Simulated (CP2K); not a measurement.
# CdS under changes of volume

One of the cells (20.871 Å³/atom); the others are scaled copies at fixed shape and fractional positions:

```
CELL_PARAMETERS angstrom
3.89368 0.00000 0.00000
1.94684 3.37202 0.00000
1.94684 1.12401 3.17917
ATOMIC_POSITIONS crystal
Cd 0.00000 0.00000 0.00000
S 0.50000 0.50000 0.50000
```

Measurements of this composition are mostly on another form, of space group No. 186.

| Item | Value |
| --- | --- |
| Program | CP2K 2026.2 |
| Functional | r2SCAN |
| Potentials or basis | POTENTIAL_UZH Cd GTH-SCAN-q12, S GTH-SCAN-q6; TZVP-MOLOPT-SCAN-GTH basis |
| Density cutoff | 9184 eV |
| k mesh | 8 × 8 × 8 |
| Occupations | fermi-dirac, width 0.01 eV |
| Spin | no spin polarisation |

| volume (Å³/atom) | energy over the lowest point (meV/atom) | pressure (GPa) |
| --- | --- | --- |
| 19.618 | 9.20 | 3.4 |
| 20.036 | ? | ? |
| 20.453 | 0.00 | -0.3 |
| 20.871 | 2.87 | -1.9 |
| 21.288 | 9.65 | -3.3 |
| 21.705 | 19.93 | -4.6 |
| 22.123 | 33.30 | -5.7 |

**Question.** What does the run at 20.036 Å³/atom give?

**Answer.** Energy over the lowest point 1.54 meV/atom; pressure 1.5 GPa.

Worked out: A Birch-Murnaghan fit of order 3 (a polynomial in V^(-2/3)) to the other rows has its minimum at 20.40 Å³/atom with B0 = V·E''(V) = 89 GPa and B' = 6.1. It gives 1.91 meV/atom at 20.036 Å³/atom, against the run's 1.54, and -dE/dV = 1.7 GPa, against 1.5.

Energies are extrapolated to zero smearing.

Caveats: the basis of atomic orbitals isn't converged, which shifts pressures, moduli and gaps.
